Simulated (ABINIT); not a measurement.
Runs of ABINIT 10.8.3 (patched build) on HfN. It takes space group Fm-3m (No. 225, cubic). Conventional cell: a = 4.512 Å, b = 4.512 Å, c = 4.512 Å, α = 90.00°, β = 90.00°, γ = 90.00°. Around Hf (site symmetry m-3m) lie 6 N at 2.26 Å. Around N (site symmetry m-3m) lie 6 Hf at 2.26 Å. 

```csv
task,level,potentials or basis,spin,k mesh,cutoff (eV),fine-grid cutoff,mesh quality,gap on the mesh (eV),pressure (GPa),V0 of scaled cells (Å³/atom),B0 (GPa)
equation of state,LDA,JTH PAW LDA v2.0,off,10 × 10 × 10,844,1442.2 eV,not flagged,-,-,11.08,308
band structure,BP86,JTH PAW PBE v2.0,"SOC, no magnetisation",10 × 10 × 10,707,1306.15 eV,not flagged,none,5.7,-,-
equation of state,PBEsol,JTH PAW PBE v2.0,off,10 × 10 × 10,707,1306.15 eV,not flagged,-,-,(c),290
single point,LDA,JTH PAW LDA v2.0,off,13 × 13 × 13,680,1278.94 eV,not flagged,none,-,-,-
single point,PBEsol,JTH PAW PBE v2.0,off,6 × 6 × 6,707,1306.15 eV,coarse,none,(b),-,-
band structure,BP86,JTH PAW PBE v2.0,off,10 × 10 × 10,707,1306.15 eV,not flagged,none,5.5,-,-
equation of state,RPBE,JTH PAW PBE v2.0,off,10 × 10 × 10,707,1306.15 eV,not flagged,-,-,11.89,256
single point,r2SCAN,JTH PAW PBE v2.0,off,13 × 13 × 13,844,1442.2 eV,not flagged,none,(a),-,-
```

Alike in all rows: cell as given; smearing fermi-dirac 0.05 eV.

**Question.** Fill in the values left out.

**Answer.** (a) 2.9; (b) -3.4; (c) 11.36.

Caveats: some runs use coarse meshes; the PAW data sets were made with another functional, which shifts forces and pressure a little (some runs); pressures at fixed basis lie under the slope of the energies (some runs); spin-orbit coupling is left out, which moves the levels of the heavy elements (some runs).

A k mesh can miss the band edges, and rows without SOC leave out spin-orbit coupling on Hf.

A gap of «none» marks a metal or a gap under the smearing width.

Runs at the PBE level aren't shown here.
